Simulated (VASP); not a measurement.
# GaAs (F-43m) in VASP: a series of runs

The runs below take GaAs through single point, relaxation of cell and atoms, with r2SCAN.

All numbers are computed with VASP 6.6.1; they aren't measurements. Logs are shortened: lines on timing, memory, paths and dates and some standing lists are left out, and cuts for length are marked.

**Measured values to compare with.**

“Evidence of valence band perturbations in GaAsN/GaAs(001): A combined variable-angle spectroscopic ellipsometry and modulated photoreflectance investigation”, 2008, arxiv:0805.2212 reports, for a bulk crystal of GaAs at 300 K: band gap 1.412 ± 0.01 eV (direct); band gap 1.418 ± 0.005 eV (direct).

The runs below are set against these values where they give the same quantity.

## (1) The crystal as given

The structure is cubic, space group F-43m (No. 216). Conventional cell: a = 5.654 Å, b = 5.654 Å, c = 5.654 Å, α = 90.00°, β = 90.00°, γ = 90.00°. Around Ga (site symmetry -43m) lie 4 As at 2.45 Å. As (site symmetry -43m) is surrounded by 4 Ga at 2.45 Å.

## (2) Single point, r2SCAN

POSCAR reads:

```
GaAs
1.0
    0.0000000000      2.8268500000      2.8268500000
    2.8268500000      0.0000000000      2.8268500000
    2.8268500000      2.8268500000      0.0000000000
Ga As
1 1
Direct
    0.0000000000      0.0000000000      0.0000000000
    0.7500000000      0.7500000000      0.7500000000
```

INCAR.step1 reads:

```
PREC = Accurate
ENCUT = 520
ISMEAR = 0
SIGMA = 0.1
LREAL = False
LASPH = True
NELM = 100
NBANDS = 16
GGA = PE
ALGO = Normal
EDIFF = 1E-4
LWAVE = True
LCHARG = False
```

INCAR.step2 reads:

```
PREC = Accurate
ENCUT = 520
EDIFF = 1E-6
ISMEAR = 0
SIGMA = 0.1
LREAL = False
LASPH = True
NELM = 100
ALGO = Normal
ISIF = 2
LWAVE = False
LCHARG = False
METAGGA = R2SCAN
LMIXTAU = True
NBANDS = 16
ISTART = 1
```

KPOINTS reads:

```
Automatic mesh
0
Gamma
  6 6 6
```

Potentials or basis: VASP PAW PBE potentials, release 64 (Ga_d, As).

Started as:

```bash
> cat potpaw_PBE.64/Ga_d/POTCAR potpaw_PBE.64/As/POTCAR > POTCAR
> cp INCAR.step1 INCAR
> mpirun -np 1 vasp_std > vasp.out
> cp INCAR.step2 INCAR
> mpirun -np 1 vasp_std > vasp.out
```

OUTCAR:

```text
PREC = Accurate
   ENCUT = 520
   EDIFF = 1E-6
   ISMEAR = 0
   LREAL = False
   LASPH = True
   NELM = 100
   ISIF = 2
   METAGGA = R2SCAN
   ISTART = 1

 ion  position               nearest neighbor table
   1  0.000  0.000  0.000-   2 2.45   2 2.45   2 2.45   2 2.45
   2  0.750  0.750  0.750-   1 2.45   1 2.45   1 2.45   1 2.45

  LATTYP: Found a face centered cubic cell.
 ALAT       =     5.6537000000

  Lattice vectors:

 A1 = (   0.0000000000,   2.8268500000,   2.8268500000)
 A2 = (   2.8268500000,   0.0000000000,   2.8268500000)
 A3 = (   2.8268500000,   2.8268500000,   0.0000000000)

Analysis of symmetry for initial positions (statically):
=====================================================================
 Subroutine PRICEL returns:
 Original cell was already a primitive cell.

 Routine SETGRP: Setting up the symmetry group for a
 face centered cubic supercell.

 Subroutine GETGRP returns: Found 24 space group operations
 (whereof 24 operations were pure point group operations)
 out of a pool of 48 trial point group operations.

The static configuration has the point symmetry T_d .

Analysis of symmetry for dynamics (positions and initial velocities):
=====================================================================
 Subroutine PRICEL returns:
 Original cell was already a primitive cell.

 Routine SETGRP: Setting up the symmetry group for a
 face centered cubic supercell.

 Subroutine GETGRP returns: Found 24 space group operations
 (whereof 24 operations were pure point group operations)
 out of a pool of 48 trial point group operations.

The dynamic configuration has the point symmetry T_d .

 Subroutine INISYM returns: Found 24 space group operations
 (whereof 24 operations are pure point group operations),
 and found     1 'primitive' translations

----------------------------------------------------------------------------------------

                                     Primitive cell

  volume of cell :      45.1792

  direct lattice vectors                    reciprocal lattice vectors
     0.000000000  2.826850000  2.826850000    -0.176875321  0.176875321  0.176875321
     2.826850000  0.000000000  2.826850000     0.176875321 -0.176875321  0.176875321
     2.826850000  2.826850000  0.000000000     0.176875321  0.176875321 -0.176875321

  length of vectors
     3.997769609  3.997769609  3.997769609     0.306357042  0.306357042  0.306357042

  position of ions in fractional coordinates (direct lattice)
     0.000000000  0.000000000  0.000000000
     0.750000000  0.750000000  0.750000000

  ion indices of the primitive-cell ions
   primitive index   ion index
                 1           1
                 2           2

----------------------------------------------------------------------------------------

 KPOINTS: Automatic mesh

Automatic generation of k-mesh.
 Grid dimensions read from file:
 generate k-points for:    6    6    6

 Generating k-lattice:

  Cartesian coordinates                     Fractional coordinates (reciprocal lattice)
    -0.029479220  0.029479220  0.029479220     0.166666667  0.000000000  0.000000000
     0.029479220 -0.029479220  0.029479220     0.000000000  0.166666667  0.000000000
     0.029479220  0.029479220 -0.029479220     0.000000000  0.000000000  0.166666667

  Length of vectors
     0.051059507  0.051059507  0.051059507

  Shift w.r.t. Gamma in fractional coordinates (k-lattice)
     0.000000000  0.000000000  0.000000000

 Subroutine IBZKPT returns following result:
 ===========================================

 Found     16 irreducible k-points:

 Following reciprocal coordinates:
            Coordinates               Weight
  0.000000  0.000000  0.000000      1.000000
  0.166667  0.000000  0.000000      8.000000
  0.333333  0.000000  0.000000      8.000000
  0.500000  0.000000  0.000000      4.000000
  0.166667  0.166667  0.000000      6.000000
  0.333333  0.166667  0.000000     24.000000
[... 8 lines left out ...]
 -0.333333  0.333333  0.166667     24.000000
 -0.333333  0.500000  0.166667     12.000000
   k-points           NKPTS =     16   k-points in BZ     NKDIM =     16   number of bands    NBANDS=     16
   number of dos      NEDOS =    301   number of ions     NIONS =      2
   total plane-waves  NPLWV =  27000
   dimension x,y,z NGX =    30 NGY =   30 NGZ =   30
   dimension x,y,z NGXF=    60 NGYF=   60 NGZF=   60
   ions per type =               1   1
   NGX,Y,Z   is equivalent  to a cutoff of  12.48, 12.48, 12.48 a.u.
   NGXF,Y,Z  is equivalent  to a cutoff of  24.95, 24.95, 24.95 a.u.
 SYSTEM =  unknown system
   PREC   = accura    normal or accurate (medium, high low for compatibility)
   ISTART =      1    job   : 0-new  1-cont  2-samecut
   ICHARG =      0    charge: 1-file 2-atom 10-const
   ISPIN  =      1    spin polarized calculation?
   LNONCOLLINEAR =      F non collinear calculations
   LSORBIT =      F    spin-orbit coupling
[... 27 lines left out ...]
   LORBIT       =      0    0 simple, 1 ext, 2 COOP (PROOUT), +10 PAW based schemes
   METAGGA = R2SCAN    functional components
   LHFCALC =     F    Hartree Fock is set to
   AEXX    =    0.0000 exact exchange contribution
   IVDW    =     0    specifies the selected vdW correction
   LEPSILON=     F    determine dielectric tensor
   LRPA    =     F    only Hartree local field effects (RPA)
 non-spin polarized calculation
 Gauss-broadening in eV      SIGMA  =   0.10
  energy-cutoff  :      520.00
  volume of cell :       45.18
 maximum number of plane-waves:      1243
 NGX is ok and might be reduce to    30
   NGX = 15   NGY = 15   NGZ = 15

 number of electron      17.9999995 magnetization

 Free energy of the ion-electron system (eV)
  ---------------------------------------------------
  ext. energy  EPLUGINS =         0.00000000
  ---------------------------------------------------
  free energy    TOTEN  =       -27.03555402 eV

  energy without entropy =      -27.03555402  energy(sigma->0) =      -27.03555402

 E-fermi :   4.1011     XC(G=0): -10.2527

 val. band max:        3.6855995273   @ k =   0.0000   0.0000   0.0000
 cond. band min:       4.6809957953   @ k =   0.0000   0.0000   0.0000
 fundamental gap:      0.9953962680
 Fermi energy:         4.1010844328

 k-point     1 :       0.0000    0.0000    0.0000
  band No.  band energies     occupation
      1     -11.5587      2.00000
      2     -11.5587      2.00000
      3     -11.5587      2.00000
      4     -11.4694      2.00000
      5     -11.4694      2.00000
      6      -9.5245      2.00000
[... 8 lines left out ...]
     15      14.3128      0.00000
     16      14.3128      0.00000

 k-point     2 :       0.1667    0.0000    0.0000
  band No.  band energies     occupation
      1     -11.5842      2.00000
      2     -11.5523      2.00000
      3     -11.5523      2.00000
      4     -11.4695      2.00000
      5     -11.4695      2.00000
      6      -9.1868      2.00000
[... 8 lines left out ...]
     15      13.2453      0.00000
     16      13.2880      0.00000

 k-point     3 :       0.3333    0.0000    0.0000
  band No.  band energies     occupation
      1     -11.6276      2.00000
      2     -11.5416      2.00000
      3     -11.5415      2.00000
      4     -11.4677      2.00000
      5     -11.4677      2.00000
      6      -8.3183      2.00000
[... 8 lines left out ...]
     15      13.9103      0.00000
     16      13.9103      0.00000

 k-point     4 :       0.5000    0.0000    0.0000
  band No.  band energies     occupation
      1     -11.6467      2.00000
      2     -11.5374      2.00000
      3     -11.5374      2.00000
      4     -11.4655      2.00000
      5     -11.4655      2.00000
      6      -7.6720      2.00000
[... 8 lines left out ...]
     15      16.2459      0.00000
     16      16.2460      0.00000
[... 172 lines left out ...]
 k-point    14 :       0.5000    0.3333    0.1667
  band No.  band energies     occupation
      1     -11.6533      2.00000
      2     -11.5289      2.00000
      3     -11.5221      2.00000
      4     -11.4803      2.00000
      5     -11.4629      2.00000
      6      -7.6235      2.00000
[... 8 lines left out ...]
     15      15.4836      0.00000
     16      17.5732      0.00000

 k-point    15 :      -0.3333    0.3333    0.1667
  band No.  band energies     occupation
      1     -11.6616      2.00000
      2     -11.5279      2.00000
      3     -11.5167      2.00000
      4     -11.4779      2.00000
      5     -11.4655      2.00000
      6      -7.0949      2.00000
[... 8 lines left out ...]
     15      16.6129      0.00000
     16      17.1106      0.00000

 k-point    16 :      -0.3333    0.5000    0.1667
  band No.  band energies     occupation
      1     -11.6708      2.00000
      2     -11.5196      2.00000
      3     -11.5097      2.00000
      4     -11.4855      2.00000
      5     -11.4616      2.00000
      6      -6.8503      2.00000
[... 8 lines left out ...]
     15      16.5567      0.00000
     16      17.8385      0.00000

------------------------ aborting loop because EDIFF is reached ----------------------------------------

  FORCE on cell =-STRESS in cart. coord.  units (eV):
  Direction    XX          YY          ZZ          XY          YZ          ZX
  --------------------------------------------------------------------------------------
  -------------------------------------------------------------------------------------
  Total        0.1680770      0.1680770      0.1680770     -0.0000000     -0.0000000     -0.0000000
  in kB        5.9604710      5.9604710      5.9604710     -0.0000000     -0.0000000     -0.0000000
  external PRESSURE =       5.9604710 kB  Pullay stress =       0.0000000 kB

 VOLUME and BASIS-vectors are now :
 -----------------------------------------------------------------------------
  energy-cutoff  :      520.00
  volume of cell :       45.18
      direct lattice vectors                 reciprocal lattice vectors
     0.000000000  2.826850000  2.826850000    -0.176875321  0.176875321  0.176875321
     2.826850000  0.000000000  2.826850000     0.176875321 -0.176875321  0.176875321
     2.826850000  2.826850000  0.000000000     0.176875321  0.176875321 -0.176875321

 POSITION                                       TOTAL-FORCE (eV/Angst)
 -----------------------------------------------------------------------------------
      0.00000      0.00000      0.00000        -0.000000      0.000000      0.000000
      4.24027      4.24027      4.24027         0.000000     -0.000000     -0.000000
 -----------------------------------------------------------------------------------
    total drift:                               -0.000001     -0.000001     -0.000001

  FREE ENERGIE OF THE ION-ELECTRON SYSTEM (eV)
  ---------------------------------------------------
  free  energy   TOTEN  =       -27.0355540242 eV

  energy  without entropy=      -27.0355540241  energy(sigma->0) =      -27.03555402
```

Wall time 28 s (1 thread of Intel Xeon 6975P-C (Granite Rapids), shared host); peak memory 0.17 GiB.

What came out:

```
Free energy            : -27.0356 eV
Pressure               : 0.6 GPa
Band gap on the k mesh : 1.00 eV, direct
```

Caveat: the PAW data sets were made with another functional, which shifts forces and pressure a little.

## (3) Single point, r2SCAN

This run uses another cell than the first one, of 22.74 Å³/atom, 1.007 times its volume.

POSCAR reads:

```
GaAs
1.0
    0.0000000000     -2.8332036536     -2.8332036536
    2.8332036536      0.0000000000     -2.8332036536
    2.8332036536     -2.8332036536      0.0000000000
Ga As
1 1
Direct
    0.0000000000      0.0000000000      0.0000000000
    0.7500000000      0.7500000000      0.7500000000
```

INCAR.step1 reads:

```
PREC     = Accurate       # precision mode
ENCUT    = 520            # plane-wave cutoff, eV
ISMEAR   = 0              # smearing method
SIGMA    = 0.02           # smearing width, eV
LREAL    = F              # projectors in reciprocal space
LASPH    = T              # aspherical terms in the spheres
NELM     = 100            # most SCF steps
NBANDS   = 16             # bands
GGA      = PE             # functional
ALGO     = Normal         # electronic algorithm
EDIFF    = 1E-4           # SCF threshold, eV
LWAVE    = T              # write WAVECAR
LCHARG   = F              # write CHGCAR
```

INCAR.step2 reads:

```
PREC     = Accurate       # precision mode
ENCUT    = 520            # plane-wave cutoff, eV
EDIFF    = 1E-7           # SCF threshold, eV
ISMEAR   = 0              # smearing method
SIGMA    = 0.02           # smearing width, eV
LREAL    = F              # projectors in reciprocal space
LASPH    = T              # aspherical terms in the spheres
NELM     = 100            # most SCF steps
ALGO     = Normal         # electronic algorithm
ISIF     = 2              # what is computed and relaxed
LWAVE    = F              # write WAVECAR
LCHARG   = F              # write CHGCAR
METAGGA  = R2SCAN         # meta-GGA
LMIXTAU  = T            
NBANDS   = 16             # bands
ISTART   = 1
```

KPOINTS reads:

```
Automatic mesh
0
Gamma
  8 8 8
```

Potentials or basis: VASP PAW PBE potentials, release 64 (Ga_d, As).

Started as:

```bash
> cat potpaw_PBE.64/Ga_d/POTCAR potpaw_PBE.64/As/POTCAR > POTCAR
> cp INCAR.step1 INCAR
> mpirun -np 1 vasp_std > vasp.out
> cp INCAR.step2 INCAR
> mpirun -np 1 vasp_std > vasp.out
```

Run time: 67 s. Hardware: 1 thread of Intel Xeon Platinum 8488C (Sapphire Rapids), shared host; peak memory 0.18 GiB.

The run converged. Its results:

- Free energy: -27.0533 eV
- Pressure: 0.1 GPa
- Band gap on the k mesh: 0.94 eV, direct

Levels at points of the mesh, in eV from the valence-band top:
| k point | band 6 | band 7 | band 8 | band 9 | band 10 | band 11 | band 12 | band 13 |
| --- | --- | --- | --- | --- | --- | --- | --- | --- |
| (0.00, 0.00, 0.00) | -13.16 | 0.00 | 0.00 | 0.00 | 0.94 | 4.04 | 4.04 | 4.04 |
| (0.50, 0.00, 0.00) | -11.33 | -6.78 | -1.17 | -1.17 | 1.34 | 4.98 | 4.98 | 8.28 |
| (0.50, 0.50, 0.00) | -10.56 | -6.96 | -2.75 | -2.75 | 1.77 | 1.95 | 10.81 | 10.81 |

Caveat: the PAW data sets were made with another functional, which shifts forces and pressure a little.

## (4) Relaxation of cell and atoms, r2SCAN

POSCAR reads:

```
GaAs
1.0
    0.0000000000     -2.8268500000     -2.8268500000
    2.8268500000      0.0000000000     -2.8268500000
    2.8268500000     -2.8268500000      0.0000000000
Ga As
1 1
Direct
    0.0000000000      0.0000000000      0.0000000000
    0.7500000000      0.7500000000      0.7500000000
```

INCAR.step1 reads:

```
PREC = Accurate ; ENCUT = 600
ISMEAR = 0 ; SIGMA = 0.02
LREAL = False ; LASPH = True
NELM = 100 ; GGA = PE
ALGO = Normal ; EDIFF = 1E-4
LWAVE = True ; LCHARG = False
```

INCAR.step2 reads:

```
PREC = Accurate ; ENCUT = 600
EDIFF = 1E-7 ; ISMEAR = 0
SIGMA = 0.02 ; LREAL = False
LASPH = True ; NELM = 100
ALGO = Normal ; ISIF = 3
LWAVE = False ; LCHARG = False
METAGGA = R2SCAN ; LMIXTAU = True
IBRION = 2 ; NSW = 100
EDIFFG = -0.005 ; ISTART = 1
```

KPOINTS reads:

```
regular mesh
0
Gamma
  8 8 8
```

Started as:

```bash
> cat potpaw_PBE.64/Ga_d/POTCAR potpaw_PBE.64/As/POTCAR > POTCAR
> cp INCAR.step1 INCAR
> mpirun -np 1 vasp_std > vasp.out
> cp INCAR.step2 INCAR
> mpirun -np 1 vasp_std > vasp.out
```

Run time: 3.8 min. Hardware: 1 thread of Intel Xeon Platinum 8488C (Sapphire Rapids), shared host; peak memory 0.21 GiB.

It converged, with:

```yaml
Free_energy: -27.0540 eV
Relaxed_volume: 22.77 Å³/atom
Relaxed_cell: a = 4.008 Å, b = 4.008 Å, c = 4.008 Å, α = 60.00°, β = 60.00°, γ = 60.00°
Space_group_after_relaxing_to_0.05_Å: F-43m (No. 216)
Energy_gained_by_relaxing: 0.3 meV/atom
Ionic_steps: 4
Pressure_after_relaxing: 0.0 GPa
Band_gap_on_the_k_mesh: 0.93 eV, direct
```

Step by step:
```csv
step,energy change (eV),largest force (eV/Å),pressure (GPa),volume (Å³)
1,0.0000,0.0000,0.57,45.18
2,-0.0004,0.0000,-0.28,45.71
3,-0.0006,0.0000,0.04,45.51
4,-0.0006,0.0000,-0.01,45.53
```

Final structure:
```cif
data_structure
_symmetry_space_group_name_H-M 'P 1'
_symmetry_Int_Tables_number 1
_cell_length_a 4.0082
_cell_length_b 4.0082
_cell_length_c 4.0082
_cell_angle_alpha 60.000
_cell_angle_beta 60.000
_cell_angle_gamma 60.000
_cell_volume 45.53
loop_
_atom_site_label
_atom_site_type_symbol
_atom_site_fract_x
_atom_site_fract_y
_atom_site_fract_z
_atom_site_occupancy
Ga1 Ga 0.00000 0.00000 0.00000 1
As1 As 0.75000 0.75000 0.75000 1
```

Levels at points of the mesh, in eV from the valence-band top:
| k point | band 6 | band 7 | band 8 | band 9 | band 10 | band 11 | band 12 | band 13 |
| --- | --- | --- | --- | --- | --- | --- | --- | --- |
| (0.00, 0.00, 0.00) | -13.15 | 0.00 | 0.00 | 0.00 | 0.93 | 4.04 | 4.04 | 4.04 |
| (0.50, 0.00, 0.00) | -11.33 | -6.77 | -1.17 | -1.17 | 1.34 | 4.98 | 4.98 | 8.28 |
| (0.50, 0.50, 0.00) | -10.56 | -6.96 | -2.75 | -2.75 | 1.77 | 1.95 | 10.80 | 10.80 |

Caveat: the PAW data sets were made with another functional, which shifts forces and pressure a little. r2SCAN opens gaps a little over a GGA but as a rule still falls short of measured ones.

## (5) Summary

```tsv
task	cell	k mesh	cutoff (eV)	smearing	gap on the mesh (eV)	pressure (GPa)
single point	F-43m, 22.59 Å³/atom	6 × 6 × 6	520	gaussian 0.1 eV	1.00	0.6
single point	F-43m, 22.74 Å³/atom	8 × 8 × 8	520	gaussian 0.02 eV	0.94	0.1
relaxation of cell and atoms	relaxed	8 × 8 × 8	600	gaussian 0.02 eV	0.93	0.0
```

Alike in all rows: level r2SCAN; potentials or basis VASP PAW PBE potentials, release 64 (Ga_d, As); no spin polarisation.

Caveats: the PAW data sets were made with another functional, which shifts forces and pressure a little.

Total energies depend on the potentials used, so only differences within one code and one set of settings carry meaning.

## (6) Against experiment

Step 2. A measured gap of GaAs is 1.412 eV (direct; 300 K; “Evidence of valence band perturbations in GaAsN/GaAs(001): A combined variable-angle spectroscopic ellipsometry and modulated photoreflectance investigation”, 2008, arxiv:0805.2212); the calculated 1.00 eV misses it by -0.42 eV. 3 values of this kind are on record (1.412 to 1.51 eV); this one was drawn at random among those near their median, those with a stated uncertainty first. Spin-orbit coupling on As, Ga is left out. The value is that of r2SCAN on a finite k mesh, which can miss the band edges, without temperature or zero-point motion.

Step 3. A measured gap of GaAs is 1.418 eV (direct; 300 K; “Evidence of valence band perturbations in GaAsN/GaAs(001): A combined variable-angle spectroscopic ellipsometry and modulated photoreflectance investigation”, 2008, arxiv:0805.2212); the calculated 0.94 eV misses it by -0.48 eV. 3 values of this kind are on record (1.412 to 1.51 eV); this one was drawn at random among those near their median, those with a stated uncertainty first. Spin-orbit coupling on As, Ga is left out. The value is that of r2SCAN on a finite k mesh, which can miss the band edges, without temperature or zero-point motion.
